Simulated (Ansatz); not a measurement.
## TaN: equation of state with LDA

The system is TaN.

```
Ta N
1.0
     0.00000    2.21132    2.21132
     2.21132    0.00000    2.21132
     2.21132    2.21132    0.00000
Ta N
1 1
Direct
  0.50000 0.50000 0.50000
  0.00000 0.00000 0.00000
```

The cell comes from a database or a generator and needn't be the stable form of this composition.

```json
{
 "Program": "Ansatz 0.2.0",
 "Task": "equation of state",
 "Functional": "LDA",
 "Potentials or basis": "Ansatz PAW",
 "Cutoff": "420 eV",
 "Density cutoff": "1680 eV",
 "k mesh": "10 × 10 × 10",
 "Occupations": "fermi-dirac, width 0.05 eV",
 "Spin": "no spin polarisation"
}
```

| Quantity | Value |
| --- | --- |
| Equilibrium volume | 10.27 Å³/atom |
| Bulk modulus | 377 GPa |
| Pressure derivative of the bulk modulus | 4.5 |

Energy against volume, from the lowest point:
```
volume (Å³/atom)  energy (meV/atom)
          10.164               0.12
          10.381               0.00
          10.597               9.97
          10.813              28.94
          11.030              56.04
          11.246              90.26
          11.462             130.87
```

All runs of the series together: 5 s on 2 threads of Arm Neoverse V2, on a shared host.

The run has no spin-orbit coupling, so splittings on Ta are missing.
